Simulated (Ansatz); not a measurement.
Runs of Ansatz 0.2.0 on Ta. The structure is cubic, space group Im-3m (No. 229). The conventional cell has a = 3.303 Å, b = 3.303 Å, c = 3.303 Å, α = 90.00°, β = 90.00°, γ = 90.00°. Around Ta (site symmetry m-3m) lie 8 Ta at 2.86 Å. 

| task | level | cell | k mesh | cutoff (eV) | smearing | basis error allowed | mesh quality | gap on the mesh (eV) | pressure (GPa) |
| --- | --- | --- | --- | --- | --- | --- | --- | --- | --- |
| single point | PBE | as given | 11 × 11 × 11 | 262 | gaussian 0.018 eV | 0.001 eV/atom | not flagged | none | 2.1 |
| single point | PBE | as given | 11 × 11 × 11 | 262 | gaussian 0.019 eV | 0.001 eV/atom | not flagged | none | 2.1 |
| elastic constants | PBEsol | as given | 8 × 8 × 8 | 284 | fermi-dirac 0.05 eV | 0.001 eV/atom | coarse | none | -5.9 |
| single point | PBE | as given | 11 × 11 × 11 | 262 | gaussian 0.015 eV | 0.001 eV/atom | not flagged | none | 2.1 |
| single point | PBE | as given | 6 × 6 × 6 | 241 | fermi-dirac 0.04 eV | 0.002 eV/atom | coarse | none | (a) |
| relaxation of cell and atoms | revPBE+D3(BJ) | relaxed | 11 × 11 × 11 | - | fermi-dirac 0.05 eV | 0.001 eV/atom | not flagged | - | 0.0 |

Alike in all rows: potentials or basis all-electron LAPW, scalar-relativistic; no spin polarisation.

**Question.** Fill in the values left out.

**Answer.** (a) 5.4.

Caveats: some runs use coarse meshes; the k mesh is thin for a metal, which can move the energy by tens of meV per atom (some runs); a metal's response needs a denser mesh (some runs); the cell is more than 3 GPa from zero pressure, which shifts response properties (some runs); elastic constants of metals need much finer meshes, so these are rough (some runs).

A k mesh can miss the band edges, and the runs leave out spin-orbit coupling on Ta.

A gap of «none» marks a metal or a gap under the smearing width.

The runs don't all hold the same shells in valence.
